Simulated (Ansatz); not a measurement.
Al2Cu: equation of state with PBEsol

Al2Cu:

```
Cu Al
1.0
     4.10518    0.00000    0.00000
     0.00000    4.10518    0.00000
     0.00000    0.00000    2.89131
Cu Al
1 2
Direct
  0.00000 0.00000 0.00000
  0.00000 0.50000 0.50000
  0.50000 0.00000 0.50000
```

The cell comes from a database or a generator and needn't be the stable form of this composition.

```yaml
Program: Ansatz 0.2.0
Task: equation of state
Functional: PBEsol
Potentials_or_basis: all-electron LAPW, scalar-relativistic
Basis_error_allowed: 0.001 eV/atom
k_mesh: 7 × 7 × 9
Occupations: fermi-dirac, width 0.05 eV
Spin: no spin polarisation
```

```yaml
Equilibrium_volume: 15.83 Å³/atom
Bulk_modulus_at_fixed_shape_and_positions: 98 GPa
Pressure_derivative_of_the_bulk_modulus: 4.8
```

Energy against volume, from the lowest point:
| volume (Å³/atom) | energy (meV/atom) |
| --- | --- |
| 15.267 | 6.45 |
| 15.592 | 0.99 |
| 15.917 | 0.00 |
| 16.242 | 2.97 |
| 16.567 | 9.46 |
| 16.892 | 19.06 |
| 17.216 | 31.45 |

All runs of the series together: 71 s on 2 threads of Arm Neoverse V1, on a shared host.

Caveat: the cell was scaled at fixed shape and fractional positions, which overstates the stiffness of a crystal with free parameters, most of all of layers and chains.
